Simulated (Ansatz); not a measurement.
Eigenvalues along a path: Eu (hcp type)

```xyz
2
Lattice="3.4032 0.0000 0.0000 -1.7016 2.9472 0.0000 0.0000 0.0000 5.4593" Properties=species:S:1:pos:R:3 pbc="T T T"
Eu    0.0000    1.9648    1.3648
Eu    1.7016    0.9824    4.0945
```

The cell comes from a relaxation on PAW files under the same functional, begun from a prototype that needn't be the stable phase.

Level of theory: DFT with PBE, scalar-relativistic, in Ansatz 0.2.0; a Γ-centred 12×12×7 k mesh, Fermi–Dirac smearing of 0.1 eV, spin-polarised from start moments Eu1 7, Eu2 7 μB. LAPW: all electrons, basis error target 1 meV/atom.

This run: volume at 0.65 of the series' base cell.

The open f shell is treated without a Hubbard term, so these are results of the method, and the state needn't be the lowest. Spin–orbit coupling is left out, which matters for the heavy atoms.

Path points, in fractions of the reciprocal vectors: Γ (0.000, 0.000, 0.000), M (0.500, 0.000, 0.000), K (0.333, 0.333, 0.000), A (0.000, 0.000, 0.500), L (0.500, 0.000, 0.500), H (0.333, 0.333, 0.500). Levels in eV from the Fermi level, spin up; bands 19 to 46, counted from the lowest band of the run. The gap is zero, the pressure 12.03 GPa.

```
# k(1/Å) point b19 b20 b21 b22 b23 b24 b25 b26 b27 b28 b29 b30 b31 b32 b33 b34 b35 b36 b37 b38 b39 b40 b41 b42 b43 b44 b45 b46
0.000 Γ -21.05 -19.64 -19.64 -19.42 -19.42 -19.39 -4.74 -2.46 -0.87 -0.82 -0.72 -0.65 -0.65 -0.63 -0.63 -0.58 -0.58 -0.55 -0.48 -0.48 -0.39 -0.37 2.03 2.03 2.20 2.70 2.90 2.90
0.266 - -20.98 -19.83 -19.70 -19.61 -19.44 -19.42 -4.25 -2.04 -0.90 -0.84 -0.74 -0.72 -0.64 -0.63 -0.57 -0.57 -0.57 -0.52 -0.52 -0.51 -0.44 -0.40 1.31 1.85 2.46 2.56 2.89 3.30
0.533 - -20.77 -20.27 -20.04 -19.83 -19.52 -19.50 -3.08 -1.52 -0.90 -0.86 -0.84 -0.75 -0.67 -0.61 -0.58 -0.56 -0.55 -0.53 -0.53 -0.45 -0.40 -0.39 0.45 0.80 1.93 2.52 2.74 3.98
0.799 - -20.68 -20.50 -20.42 -19.95 -19.69 -19.57 -2.12 -1.73 -1.24 -0.84 -0.75 -0.70 -0.65 -0.63 -0.62 -0.58 -0.53 -0.51 -0.46 -0.42 -0.40 -0.39 -0.30 0.98 1.90 2.30 2.42 5.90
1.066 M -20.85 -20.57 -20.34 -20.00 -19.80 -19.60 -1.97 -1.80 -1.49 -0.82 -0.75 -0.71 -0.66 -0.66 -0.61 -0.60 -0.50 -0.49 -0.45 -0.43 -0.41 -0.39 -0.34 1.32 1.66 2.13 2.83 7.28
1.220 - -20.83 -20.54 -20.32 -20.04 -19.82 -19.66 -1.79 -1.64 -1.51 -0.81 -0.75 -0.71 -0.66 -0.66 -0.61 -0.60 -0.49 -0.49 -0.45 -0.44 -0.41 -0.38 -0.35 1.18 1.60 2.09 2.87 7.03
1.374 - -20.76 -20.49 -20.26 -20.17 -19.86 -19.81 -1.57 -1.31 -1.24 -0.80 -0.75 -0.71 -0.65 -0.64 -0.63 -0.59 -0.47 -0.47 -0.45 -0.45 -0.41 -0.36 -0.35 0.82 1.48 1.97 3.00 6.32
1.528 - -20.67 -20.41 -20.32 -20.16 -19.99 -19.94 -1.64 -0.87 -0.85 -0.77 -0.76 -0.68 -0.64 -0.63 -0.59 -0.49 -0.46 -0.44 -0.43 -0.42 -0.41 -0.35 -0.34 0.37 1.45 1.79 3.18 6.05
1.681 K -20.61 -20.38 -20.38 -20.08 -20.05 -20.05 -1.68 -0.80 -0.80 -0.76 -0.72 -0.72 -0.61 -0.61 -0.55 -0.43 -0.41 -0.41 -0.41 -0.41 -0.34 -0.28 -0.28 0.11 1.57 1.57 3.30 6.30
1.989 - -20.60 -20.48 -20.35 -20.13 -19.88 -19.79 -1.45 -1.15 -0.85 -0.83 -0.82 -0.74 -0.68 -0.61 -0.59 -0.56 -0.47 -0.46 -0.46 -0.43 -0.42 -0.35 -0.05 -0.03 1.38 2.21 2.66 5.12
2.297 - -20.68 -20.28 -20.26 -19.84 -19.62 -19.57 -2.58 -1.13 -0.98 -0.96 -0.86 -0.75 -0.69 -0.62 -0.61 -0.53 -0.53 -0.51 -0.51 -0.46 -0.44 -0.18 0.16 0.33 1.87 1.96 2.97 3.88
2.605 - -20.95 -19.87 -19.77 -19.62 -19.46 -19.43 -4.09 -1.92 -0.92 -0.84 -0.75 -0.73 -0.65 -0.62 -0.57 -0.56 -0.55 -0.54 -0.53 -0.50 -0.44 -0.41 1.16 1.64 2.40 2.76 2.91 2.95
2.912 Γ -21.05 -19.64 -19.64 -19.42 -19.42 -19.39 -4.74 -2.46 -0.87 -0.82 -0.72 -0.65 -0.65 -0.63 -0.63 -0.58 -0.58 -0.55 -0.48 -0.48 -0.39 -0.37 2.03 2.03 2.20 2.70 2.90 2.90
3.056 - -21.00 -19.63 -19.63 -19.46 -19.43 -19.43 -4.59 -2.44 -0.88 -0.81 -0.74 -0.68 -0.68 -0.61 -0.61 -0.60 -0.60 -0.55 -0.45 -0.45 -0.39 -0.38 1.94 1.94 2.09 2.46 2.78 2.78
3.200 - -20.83 -19.66 -19.61 -19.61 -19.45 -19.45 -4.17 -2.43 -0.91 -0.81 -0.78 -0.70 -0.70 -0.65 -0.65 -0.57 -0.54 -0.54 -0.41 -0.41 -0.39 -0.38 1.80 1.81 1.81 1.91 2.49 2.49
3.344 - -20.58 -19.95 -19.57 -19.57 -19.49 -19.49 -3.57 -2.56 -0.95 -0.90 -0.73 -0.70 -0.70 -0.68 -0.68 -0.61 -0.48 -0.48 -0.40 -0.40 -0.38 -0.38 1.45 1.49 1.78 1.78 2.17 2.17
3.488 A -20.28 -20.28 -19.53 -19.53 -19.53 -19.53 -2.96 -2.96 -0.96 -0.96 -0.70 -0.70 -0.70 -0.70 -0.67 -0.67 -0.43 -0.43 -0.43 -0.43 -0.38 -0.38 1.32 1.32 1.91 1.91 1.91 1.91
3.754 - -20.31 -20.31 -19.65 -19.65 -19.57 -19.57 -2.54 -2.54 -1.01 -1.01 -0.72 -0.72 -0.69 -0.69 -0.66 -0.66 -0.47 -0.47 -0.44 -0.44 -0.41 -0.41 0.91 0.91 1.89 1.89 2.34 2.34
4.021 - -20.50 -20.50 -19.80 -19.80 -19.67 -19.67 -1.94 -1.94 -1.00 -1.00 -0.74 -0.74 -0.67 -0.67 -0.64 -0.64 -0.57 -0.57 -0.47 -0.47 -0.42 -0.42 0.53 0.53 1.76 1.76 3.24 3.24
4.287 - -20.80 -20.80 -19.82 -19.82 -19.76 -19.76 -2.09 -2.09 -0.94 -0.94 -0.68 -0.68 -0.67 -0.67 -0.60 -0.60 -0.60 -0.60 -0.45 -0.45 -0.43 -0.43 0.26 0.26 2.56 2.56 3.73 3.73
4.554 L -20.94 -20.94 -19.81 -19.81 -19.80 -19.80 -2.22 -2.22 -0.98 -0.98 -0.69 -0.69 -0.69 -0.69 -0.59 -0.59 -0.55 -0.55 -0.43 -0.43 -0.41 -0.41 0.09 0.09 3.18 3.18 3.78 3.78
4.707 - -20.91 -20.91 -19.93 -19.93 -19.73 -19.73 -2.08 -2.08 -0.97 -0.97 -0.70 -0.70 -0.69 -0.69 -0.60 -0.60 -0.55 -0.55 -0.43 -0.43 -0.40 -0.40 0.19 0.19 2.57 2.57 4.04 4.04
4.861 - -20.85 -20.85 -20.10 -20.10 -19.69 -19.69 -1.74 -1.74 -0.95 -0.95 -0.73 -0.73 -0.70 -0.70 -0.62 -0.62 -0.53 -0.53 -0.43 -0.43 -0.36 -0.36 0.44 0.44 1.76 1.76 3.92 3.92
5.015 - -20.76 -20.76 -20.27 -20.27 -19.67 -19.67 -1.39 -1.39 -0.95 -0.95 -0.74 -0.74 -0.70 -0.70 -0.64 -0.64 -0.53 -0.53 -0.42 -0.42 -0.19 -0.19 0.50 0.50 1.32 1.32 3.63 3.63
5.169 H -20.72 -20.72 -20.35 -20.35 -19.67 -19.67 -1.24 -1.24 -0.97 -0.97 -0.74 -0.74 -0.70 -0.70 -0.66 -0.66 -0.53 -0.53 -0.41 -0.41 0.05 0.05 0.21 0.21 1.33 1.33 3.56 3.56
5.477 - -20.75 -20.75 -20.14 -20.14 -19.69 -19.69 -1.50 -1.50 -0.91 -0.91 -0.77 -0.77 -0.70 -0.70 -0.63 -0.63 -0.54 -0.54 -0.44 -0.44 -0.29 -0.29 0.67 0.67 1.31 1.31 3.27 3.27
5.784 - -20.56 -20.56 -19.87 -19.87 -19.70 -19.70 -1.68 -1.68 -1.01 -1.01 -0.77 -0.77 -0.68 -0.68 -0.61 -0.61 -0.58 -0.58 -0.46 -0.46 -0.40 -0.40 0.60 0.60 1.38 1.38 3.34 3.34
6.092 - -20.33 -20.33 -19.68 -19.68 -19.59 -19.59 -2.42 -2.42 -1.03 -1.03 -0.73 -0.73 -0.69 -0.69 -0.65 -0.65 -0.49 -0.49 -0.44 -0.44 -0.41 -0.41 0.83 0.83 1.83 1.83 2.48 2.48
6.400 A -20.28 -20.28 -19.53 -19.53 -19.53 -19.53 -2.96 -2.96 -0.96 -0.96 -0.70 -0.70 -0.70 -0.70 -0.67 -0.67 -0.43 -0.43 -0.43 -0.43 -0.38 -0.38 1.32 1.32 1.91 1.91 1.91 1.91
```
